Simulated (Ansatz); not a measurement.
SnTe:

```
Te Sn
1.0
     0.00000    3.15085    3.15085
     3.15085    0.00000    3.15085
     3.15085    3.15085    0.00000
Te Sn
1 1
Direct
  0.50000 0.50000 0.50000
  0.00000 0.00000 0.00000
```

A run of Ansatz 0.2.0 on this cell left the log below. Logs are shortened: lines on timing, memory, paths and dates and some standing lists are left out, and cuts for length are marked.

```text
Warning: RAYON_NUM_THREADS=2 ignored (pool sized by the plan → 2); use --threads N
Engine: ansatz 0.2.0, x86_64-unknown-linux-gnu
Pseudopotentials: kind: paw
Pseudopotential: Te, paw, valence charge 16, recommended cutoff 420 eV (normal), Te.paw.azcp
Pseudopotential: Sn, paw, valence charge 14, recommended cutoff 420 eV (normal), Sn.paw.azcp
Functional definition: PBE
  parameter kappa = 0.804
  parameter beta = 0.06672455060314922
  exchange = pbe_x(kappa = kappa, mu = beta*pi^2/3)
  correlation = pbe_c(beta = beta)
Crystal: 2 atoms, lattice volume = 62.562 Å³
Basis set: ecut = 420 eV, 1243 PW (Γ), exchange–correlation on 60×60×60 points (8 copies of the dense FFT grid, shifted against one another)
Bands: 19, of which v1, the nominal top of the filled ones, is band 15 counted from 1 (14 counted from 0)
Symmetry: 48 space group operations
Space group: Fm-3m (ITA 225), of the structure as read, at distance tolerance 4.0e-5 Å
k-points: 20 of 343
Non-local potential: Te, projectors of the file, l = 0: 2, l = 1: 2, l = 2: 2, l = 3: 2
Non-local potential: Sn, projectors of the file, l = 0: 2, l = 1: 2, l = 2: 2, l = 3: 2
PAW form: soft (Blöchl's): semilocal exchange-correlation on the pseudo side does not see the compensation charge
PAW one-centre angular grid: Te, 590 points (default); XC on 64 Gauss nodes
PAW one-centre angular grid: Sn, 590 points (default); XC on 64 Gauss nodes
Initial density: superposition of atomic densities (neutral atoms: chi_scale 0, normalization atom), corrected by the library's trained network
Initial wavefunctions: pseudopotential atomic-orbital guess
Functional: x = pbe(κ = 0.804, μ = 0.2195149727645171), c = pbe(β = 0.06672455060314922)
SCF iter   1: F=—  HF=-13004.730365 eV  |F-HF|=—  |Δ(HF+E_count)|=         —  Δρ=5.42e-4  dr2=1.24e-4  ethr=1.77e-3  ⟨swp⟩=6.2  Hψ=1996  notcnv=0
preconditioner: auto → none  [insulator: Δε(μ)=0.662 eV  Ē_g=8.672 eV  σ=0.028 eV  W_gap=1.00  n_scr=14 (ndim 8)  ℏωp=14.8 eV  f_vac=0.009  D(μ)=0.00/eV (n_scr^D=0)  ε∞_Penn≈3.9]
SCF iter   2: F=—  HF=-13004.728768 eV  |F-HF|=—  |Δ(HF+E_count)|=   1.60e-3  Δρ=3.80e-4  dr2=7.08e-5  ethr=4.14e-7  ⟨swp⟩=3.0  Hψ=1018  notcnv=0
SCF iter   3: F=—  HF=-13004.728783 eV  |F-HF|=—  |Δ(HF+E_count)|=   1.51e-5  Δρ=1.59e-4  dr2=1.04e-5  ethr=2.36e-7  ⟨swp⟩=2.0  Hψ=592  notcnv=0
SCF iter   4: F=—  HF=-13004.728807 eV  |F-HF|=—  |Δ(HF+E_count)|=   2.40e-5  Δρ=5.28e-5  dr2=1.68e-6  ethr=3.46e-8  ⟨swp⟩=2.0  Hψ=680  notcnv=0
SCF iter   5: F=—  HF=-13004.728807 eV  |F-HF|=—  |Δ(HF+E_count)|=   8.45e-7  Δρ=2.36e-5  dr2=3.29e-7  ethr=5.60e-9  ⟨swp⟩=2.2  Hψ=666  notcnv=0
SCF iter   6: F=-13004.728806 eV  HF=-13004.728806 eV  |F-HF|=2.79e-8  |Δ(HF+E_count)|=   2.34e-7  Δρ=5.66e-6  dr2=1.86e-8  ethr=3.33e-10  ⟨swp⟩=6.0  Hψ=1770  notcnv=0
SCF 1 converged in 6 iterations: F = -13004.728806 eV  dr2 = 1.86e-8
  greatest PAW one-centre occupation: 0.998 electrons in one spin orbital (limit 2), on the Te atom at site 0 (counted from 0), in its partial waves of l = 2
SCF converged after 6 iterations
Free energy (F): -13004.728806 eV
Harris-Foulkes:  -13004.728806 eV  (|F-HF|=2.79e-8)
Internal energy: -13004.728806 eV  (E = F + TS)
E sigma→0 (E₀):  -13004.728806 eV
Fermi energy:    9.776682 eV
--- Per-component energies (eV) ---
  E_band       = -353.578422
  E_kinetic    = 366.171871
  E_local      = -2152.586447  (includes V_loc(G=0)·N_el)
  E_nonlocal   = -343.012880
  E_hartree    = 1353.591002
  E_xc         = -507.786438
  E_vxc        = -201.036273  (∫ρ·V_xc dr)
  E_paw        = -8795.615230  (= ΣΔE_a)
  E_vpaw       = -730.287084  (= ΣTr[D̂ρ^β])
  E_aug_tail   = -0.000158  (compensation charges beyond the density's cutoff)
  E_ewald      = -2925.490525
  E_smearing   = -0.000000  (= −TS)
  E_closure    = 0.000000  (closes the sum)
  Σ components = -13004.728806   (vs F -13004.728806, Δ=0.00e0)
--- Forces (eV/Å), atoms counted from 1 ---
  atom   1  Te     0.00000000    -0.00000000     0.00000000
  atom   2  Sn    -0.00000000     0.00000000     0.00000000
  max |Σ_I F_I| component: 1.67e-29 eV/Å
--- Stress (GPa, compression-positive) ---
        2.227445       0.000000      -0.000000
        0.000000       2.227445       0.000000
        0.000000       0.000000       2.227445
  P = ⅓ Tr σ = 2.2274 GPa (22.274 kbar)
--- Band table (eV; the first three rows and the last of 20) ---
  k-point 0: bands = ["-27.3918", "-27.3918", "-27.3879", "-27.3879", "-27.3879", "-12.2193", "-12.2193", "-12.2144", "-12.2144", "-12.2144", "-3.1225", "5.0068", "7.5397", "7.5397", "7.5397", "13.0395", "13.0395", "13.0395", "14.4608"]
  k-point 1: bands = ["-27.3918", "-27.3918", "-27.3878", "-27.3877", "-27.3877", "-12.2203", "-12.2203", "-12.2141", "-12.2133", "-12.2133", "-2.9516", "4.1235", "7.5702", "7.5702", "8.1482", "12.2046", "12.2046", "12.2434", "14.4118"]
  k-point 2: bands = ["-27.3917", "-27.3917", "-27.3876", "-27.3874", "-27.3874", "-12.2229", "-12.2229", "-12.2135", "-12.2104", "-12.2104", "-2.4837", "2.6536", "7.6819", "7.6819", "8.8964", "10.9779", "10.9779", "11.0478", "15.1008"]
  k-point 19: bands = ["-27.3919", "-27.3914", "-27.3875", "-27.3872", "-27.3867", "-12.2316", "-12.2202", "-12.2124", "-12.2095", "-12.2044", "-1.4892", "2.2044", "4.7363", "5.4549", "8.4591", "10.8807", "13.8196", "14.7298", "14.9626"]
```

Q: What input gives this log?

A: Single point with PBE, no spin polarisation. The files as run (others can give the same):

input.yaml
```yaml
crystal:
  lattice:
    - [0.0, 3.15085, 3.15085]
    - [3.15085, 0.0, 3.15085]
    - [3.15085, 3.15085, 0.0]
  atoms:
    - { symbol: Te, position: [0.5, 0.5, 0.5] }
    - { symbol: Sn, position: [0.0, 0.0, 0.0] }
hamiltonian:
  xc: pbe
  pseudopotentials: { kind: paw }
kpoints:
  mp_grid: { grid: [7, 7, 7] }
scf:
  occupations: { method: gaussian, width: 0.028 }
output:
  forces: true
  stress: true
  eigenvalues: true
```

Potentials or basis: Ansatz PAW.
Run with:
```bash
$ ansatz run input.yaml --threads 2 --pin off --max-ram 5632MiB --backend cpu --events-out ev --progress --plain --runs-dir out
```

Caveat: this odd mesh misses L, where the gap lies, so gap, dielectric constants and Born charges aren't listed.
